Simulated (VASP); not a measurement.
# KBr (I-4m2) in VASP: notebook, part 2 of 2

VASP 6.6.1.

### Step 3. Single point, HSE06 (uniaxial_x strain +1.5%)

POSCAR

```
KBr
1.0
    0.0000000000      3.6882992785      3.6882992785
    3.7450990874      0.0000000000      3.6882992785
    3.7450990874      3.6882992785      0.0000000000
K Br
1 1
Direct
    0.0000000000      0.0000000000      0.0000000000
    0.2500000000      0.2500000000      0.2500000000
```

INCAR.step1

```
SYSTEM = KBr
ALGO     = Normal         ! electronic algorithm
EDIFF    = 1E-5           ! SCF threshold, eV
ENCUT    = 520            ! plane-wave cutoff, eV
GGA      = PE             ! functional
ISIF     = 2              ! what is computed and relaxed
ISMEAR   = 0              ! smearing method
LASPH    = .TRUE.         ! aspherical terms in the spheres
LCHARG   = .FALSE.        ! write CHGCAR
LREAL    = .FALSE.        ! projectors in reciprocal space
LWAVE    = .TRUE.         ! write WAVECAR
NBANDS   = 15             ! bands
NELM     = 100            ! most SCF steps
PREC     = Accurate       ! precision mode
SIGMA    = 0.01           ! smearing width, eV
```

INCAR.step2

```
SYSTEM = KBr
ALGO     = Normal         ! electronic algorithm
EDIFF    = 1E-7           ! SCF threshold, eV
ENCUT    = 520            ! plane-wave cutoff, eV
GGA      = PE             ! functional
HFSCREEN = 0.2079         ! screening, 1/A
ISIF     = 2              ! what is computed and relaxed
ISMEAR   = 0              ! smearing method
ISTART   = 1            
LASPH    = .TRUE.         ! aspherical terms in the spheres
LCHARG   = .FALSE.        ! write CHGCAR
LHFCALC  = .TRUE.         ! exact exchange
LREAL    = .FALSE.        ! projectors in reciprocal space
LWAVE    = .FALSE.        ! write WAVECAR
NBANDS   = 15             ! bands
NELM     = 100            ! most SCF steps
PREC     = Accurate       ! precision mode
PRECFOCK = Normal       
SIGMA    = 0.01           ! smearing width, eV
```

KPOINTS

```
k-points
0
G
  4 4 4
  0 0 0
```

Potentials or basis: VASP PAW PBE potentials, release 64 (K_sv, Br).

On the command line:

```sh
> cat potpaw_PBE.64/K_sv/POTCAR potpaw_PBE.64/Br/POTCAR > POTCAR
> cp INCAR.step1 INCAR
> mpirun -np 1 vasp_std > vasp.out
> cp INCAR.step2 INCAR
> mpirun -np 1 vasp_std > vasp.out
```

OUTCAR:

```text
SYSTEM = KBr
   EDIFF = 1E-7
   ENCUT = 520
   GGA = PE
   HFSCREEN = 0.2079
   ISIF = 2
   ISMEAR = 0
   ISTART = 1
   LASPH = .TRUE.
   LHFCALC = .TRUE.
   LREAL = .FALSE.
   NELM = 100
   PREC = Accurate
   PRECFOCK = Normal

 ion  position               nearest neighbor table
   1  0.000  0.000  0.000-   2 3.21   2 3.21   2 3.21   2 3.21
   2  0.250  0.250  0.250-   1 3.21   1 3.21   1 3.21   1 3.21

  LATTYP: Found a body centered tetragonal cell.
 ALAT       =     5.2160428617
 C/A-ratio  =     1.4359924512

  Lattice vectors:

 A1 = (   3.7450990874,   0.0000000000,   3.6882992785)
 A2 = (   3.7450990874,   0.0000000000,  -3.6882992785)
 A3 = (  -3.7450990874,   3.6882992785,   0.0000000000)

Analysis of symmetry for initial positions (statically):
=====================================================================
 Subroutine PRICEL returns:
 Original cell was already a primitive cell.

 Routine SETGRP: Setting up the symmetry group for a
 body centered tetragonal supercell.

 Subroutine GETGRP returns: Found  8 space group operations
 (whereof  8 operations were pure point group operations)
[... 175 lines left out ...]
      5     -16.1773      2.00000
      6      -4.0446      2.00000
      7      -4.0366      2.00000
      8      -4.0366      2.00000
      9       1.3332      0.00000
     10       5.9573      0.00000
     11       6.0698      0.00000
     12       6.8483      0.00000
     13       6.9032      0.00000
     14       6.9032      0.00000
[... 203 lines left out ...]
      2     -17.1320      2.00000
      3     -16.1946      2.00000
      4     -16.1946      2.00000
      5     -15.8920      2.00000
      6      -4.4676      2.00000
      7      -4.0433      2.00000
      8      -4.0433      2.00000
      9       3.1238      0.00000
     10       4.3245      0.00000
     11       6.0762      0.00000
     12       6.8722      0.00000
     13       6.8722      0.00000
     14       6.9136      0.00000
     15       7.4750      0.00000

------------------------ aborting loop because EDIFF is reached ----------------------------------------

  FORCE on cell =-STRESS in cart. coord.  units (eV):
  Direction    XX          YY          ZZ          XY          YZ          ZX
  --------------------------------------------------------------------------------------
  -------------------------------------------------------------------------------------
  Total       -0.0015907      0.0075894      0.0075894     -0.0000000      0.0000000     -0.0000000
  in kB       -0.0250124      0.1193359      0.1193359     -0.0000000      0.0000000     -0.0000000
  external PRESSURE =       0.0712198 kB  Pullay stress =       0.0000000 kB

 VOLUME and BASIS-vectors are now :
 -----------------------------------------------------------------------------
  energy-cutoff  :      520.00
  volume of cell :      101.89
      direct lattice vectors                 reciprocal lattice vectors
     0.000000000  3.688299279  3.688299279    -0.133507816  0.135563836  0.135563836
     3.745099087  0.000000000  3.688299279     0.133507816 -0.135563836  0.135563836
     3.745099087  3.688299279  0.000000000     0.133507816  0.135563836 -0.135563836

 POSITION                                       TOTAL-FORCE (eV/Angst)
 -----------------------------------------------------------------------------------
      0.00000      0.00000      0.00000         0.000000     -0.000000     -0.000000
      1.87255      1.84415      1.84415        -0.000000      0.000000      0.000000
 -----------------------------------------------------------------------------------
    total drift:                               -0.000000      0.000000     -0.000000

  FREE ENERGIE OF THE ION-ELECTRON SYSTEM (eV)
  ---------------------------------------------------
  free  energy   TOTEN  =        -6.9729329519 eV

  energy  without entropy=       -6.9729329519  energy(sigma->0) =       -6.97293295
```

OUTCAR.step1:

```text
SYSTEM = KBr
   EDIFF = 1E-5
   ENCUT = 520
   GGA = PE
   ISIF = 2
   ISMEAR = 0
[... 445 lines left out ...]
      0.00000      0.00000      0.00000        -0.000000      0.000000      0.000000
      1.87255      1.84415      1.84415         0.000000     -0.000000     -0.000000
 -----------------------------------------------------------------------------------
    total drift:                                0.000000     -0.000000     -0.000000

  FREE ENERGIE OF THE ION-ELECTRON SYSTEM (eV)
  ---------------------------------------------------
  free  energy   TOTEN  =        -6.0368084056 eV

  energy  without entropy=       -6.0368084056  energy(sigma->0) =       -6.03680841
```

Run time: 19 min. Hardware: 1 thread of Intel Xeon Platinum 8488C (Sapphire Rapids), shared host; peak memory 0.35 GiB.

What came out:

| Item | Value |
| --- | --- |
| Free energy | -6.9729 eV |
| Pressure | 0.0 GPa |
| Band gap on the k mesh | 5.35 eV, indirect (least direct gap 5.37 eV) |

Levels at points of the mesh, in eV from the valence-band top:
| k point | band 6 | band 7 | band 8 | band 9 | band 10 | band 11 |
| --- | --- | --- | --- | --- | --- | --- |
| (0.00, 0.00, 0.00) | -0.02 | -0.02 | -0.02 | 5.35 | 9.98 | 10.09 |
| (0.50, 0.00, 0.00) | -0.40 | -0.02 | 0.00 | 7.64 | 8.09 | 9.45 |
| (0.50, 0.50, 0.00) | -0.44 | -0.04 | -0.04 | 7.17 | 8.35 | 10.18 |
| (0.00, 0.50, 0.50) | -0.45 | -0.02 | -0.02 | 7.15 | 8.35 | 10.10 |

Caveat: the PAW data sets were made with another functional, which shifts forces and pressure a little. A k mesh can miss the band edges.

### Step 4. Single point, PBE (hydrostatic strain -1.6%)

INCAR

```
SYSTEM = KBr
PREC = Accurate
ENCUT = 520
EDIFF = 1E-6
ISMEAR = -1
SIGMA = 0.02
LREAL = .FALSE.
LASPH = .TRUE.
NELM = 100
ALGO = Fast
ISIF = 2
LWAVE = .FALSE.
LCHARG = .FALSE.
GGA = PE
NBANDS = 15
```

KPOINTS

```
regular mesh
0
G
  6 6 6
  0 0 0
```

POSCAR

```
KBr
1.0
    0.0000000000      3.6289176602      3.6289176602
    3.6289176602      0.0000000000      3.6289176602
    3.6289176602      3.6289176602      0.0000000000
K Br
1 1
Direct
    0.0000000000      0.0000000000      0.0000000000
    0.2500000000      0.2500000000      0.2500000000
```

On the command line:

```sh
> cat potpaw_PBE.64/K_sv/POTCAR potpaw_PBE.64/Br/POTCAR > POTCAR
> mpirun -np 1 vasp_std > vasp.out
```

It took 38 s on 1 thread of Intel Xeon Platinum 8488C (Sapphire Rapids), shared host; peak memory 0.24 GiB.

Results (log left out):

| Item | Value |
| --- | --- |
| Free energy | -6.0181 eV |
| Pressure | 0.9 GPa |
| Band gap on the k mesh | 4.37 eV, indirect (least direct gap 4.39 eV) |

Levels at points of the mesh, in eV from the valence-band top:
| k point | band 5 | band 6 | band 7 | band 8 | band 9 | band 10 | band 11 | band 12 |
| --- | --- | --- | --- | --- | --- | --- | --- | --- |
| (0.00, 0.00, 0.00) | -11.16 | -0.02 | -0.02 | -0.02 | 4.37 | 8.70 | 8.70 | 9.76 |
| (0.50, 0.00, 0.00) | -10.93 | -0.42 | 0.00 | 0.00 | 6.67 | 7.12 | 8.30 | 8.30 |
| (0.50, 0.50, 0.00) | -10.85 | -0.47 | -0.01 | -0.01 | 6.12 | 7.24 | 9.26 | 9.60 |

A k mesh can miss the band edges.

### Step 5. Summary

| level | cell | k mesh | smearing | exchange at q = 0 | grid for exact exchange (PRECFOCK) | screening parameter | gap on the mesh (eV) | pressure (GPa) |
| --- | --- | --- | --- | --- | --- | --- | --- | --- |
| r2SCAN | uniaxial_x strain +1.5% | 6 × 6 × 6 | gaussian 0.01 eV | - | - | - | 4.81 | -0.1 |
| HSE06 | uniaxial_x strain +1.5% | 4 × 4 × 4 | gaussian 0.01 eV | truncated | Normal | 0.2079 1/A | 5.35 | 0.0 |
| PBE | hydrostatic strain -1.6% | 6 × 6 × 6 | fermi-dirac 0.02 eV | - | - | - | 4.37 | 0.9 |

Alike in all rows: task single point; potentials or basis VASP PAW PBE potentials, release 64 (K_sv, Br); no spin polarisation; cutoff (eV) 520.

Caveats: the PAW data sets were made with another functional, which shifts forces and pressure a little (some runs).

Total energies depend on the potentials used, so only differences within one code and one set of settings carry meaning.
